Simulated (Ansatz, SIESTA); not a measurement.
A SIESTA input for a self-consistent single point of LiI (Fm-3m, 2 atoms in the cell) (DFT, GGA PBE with spin-orbit coupling, numerical atomic orbitals DZP, PseudoDojo PBE fully relativistic norm-conserving potentials (rewritten from UPF to PSML)):

```
# files in the folder: Li.psml I.psml (PseudoDojo PBE fully relativistic)
SystemName  LiI
SystemLabel siesta

NumberOfAtoms                2
NumberOfSpecies              2
%block ChemicalSpeciesLabel
  1 3 Li
  2 53 I
%endblock ChemicalSpeciesLabel
LatticeConstant              4.140076 Ang
%block LatticeVectors
     0.000000000    0.707106826    0.707106826
     0.707106826    0.000000000    0.707106826
     0.707106826    0.707106826    0.000000000
%endblock LatticeVectors
AtomicCoordinatesFormat      Ang
%block AtomicCoordinatesAndAtomicSpecies
     0.000000000    0.000000000    0.000000000  1
     2.927476000    2.927476000    2.927476000  2
%endblock AtomicCoordinatesAndAtomicSpecies

XC.functional                GGA
XC.authors                   PBE
PAO.BasisSize                DZP
PAO.EnergyShift              0.01 Ry
PAO.Polarization.NonPerturbative true
MeshCutoff                   400 Ry
%block kgrid.MonkhorstPack
    8   0   0  0.0
    0   8   0  0.0
    0   0   8  0.0
%endblock kgrid.MonkhorstPack
OccupationFunction           FD
ElectronicTemperature        10 K
Spin                         spin-orbit
%block DM.InitSpin
  1 0.00 0.00 0.00
  2 0.00 0.00 0.00
%endblock DM.InitSpin

MaxSCFIterations             150
SCF.Mixer.Method             Pulay
SCF.Mixer.Weight             0.25
SCF.Mixer.History            6
SCF.DM.Tolerance             1.0E-04
Diag.ParallelOverK           true
WriteForces                  true
Charge.Mulliken              end
```

Question: Write the same calculation as an input for Ansatz (a program for electronic structure).

Answer: One input that does it (others would too):

Ansatz 0.2 input:
```yaml
# LiI
crystal:
  lattice:
    - [0.000000, 2.927476, 2.927476]
    - [2.927476, 0.000000, 2.927476]
    - [2.927476, 2.927476, 0.000000]
  atoms:
    - { symbol: Li, position_ang: [0.000000, 0.000000, 0.000000] }
    - { symbol: I, position_ang: [2.927476, 2.927476, 2.927476] }
kpoints:
  mp_grid: { grid: [8, 8, 8] }
hamiltonian:
  xc: pbe
  pseudopotentials: { kind: paw }
magnetization:
  noncollinear: true
  spin_orbit: true
scf:
  occupations: { method: fixed }
output:
  forces: true
  eigenvalues: true
  stress: true
```

Basis settings and potentials, where a program has them, do not carry over. This input uses DFT, PBE with spin-orbit coupling, plane waves, default PAW files. Both were run: gap on the mesh 4.287 eV in SIESTA and 4.023 in Ansatz; size of the net moment 0.00 μB/atom in SIESTA and 0.00 in Ansatz.

On Ansatz: the starting cell comes from a database of computed structures (which also holds hypothetical and non-ambient phases and stackings), without a prior relaxation at this level. Its lattice was rescaled by a random factor within 2.5 % of one.

On SIESTA: the starting cell comes from a database of computed structures (which also holds hypothetical and non-ambient phases and stackings), without a prior relaxation at this level. Its lattice was rescaled by a random factor within 2.5 % of one. Values carry the incompleteness of an atom-centred basis.
